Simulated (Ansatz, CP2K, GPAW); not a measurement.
**One calculation of Ta, 4 ways**

```xyz
2
Lattice="3.3026 0.0000 0.0000 0.0000 3.3026 0.0000 0.0000 0.0000 3.3026" Properties=species:S:1:pos:R:3 pbc="T T T"
Ta    0.0000    0.0000    0.0000
Ta    1.6513    1.6513    1.6513
```

Alike in all runs: task band structure; functional PBEsol; dispersion D3(BJ); k mesh 8 × 8 × 8; occupations methfessel-paxton, width 0.2 eV; no spin polarisation; no spin-orbit coupling. Pressure is positive in compression and, in plane waves, holds the error of the finite cutoff, which Ansatz's Pulay term estimates and takes out.

```csv
program and potentials,plane-wave cutoff (eV),notes,pressure (GPa)
"Ansatz, Ansatz PAW",420,"potentials made for PBE, which Ansatz adapts in part",?
"Ansatz, all-electron LAPW, scalar-relativistic",-,-,-10.40
"CP2K, POTENTIAL_UZH Ta GTH-PBE-q13; TZVP-MOLOPT-PBE-GTH basis",-,atomic basis; potentials made for PBE,-9.90
"GPAW, PAW data sets generated for this functional",600,-,-10.01
```

Problem. Estimate from the other rows what the run with Ansatz, Ansatz PAW gave.

Solution. Pressure -10.33 GPa. Its pressure holds a Pulay term of +0.05 GPa. The other rows, which needn't bracket it: pressure -10.40 to -9.90.
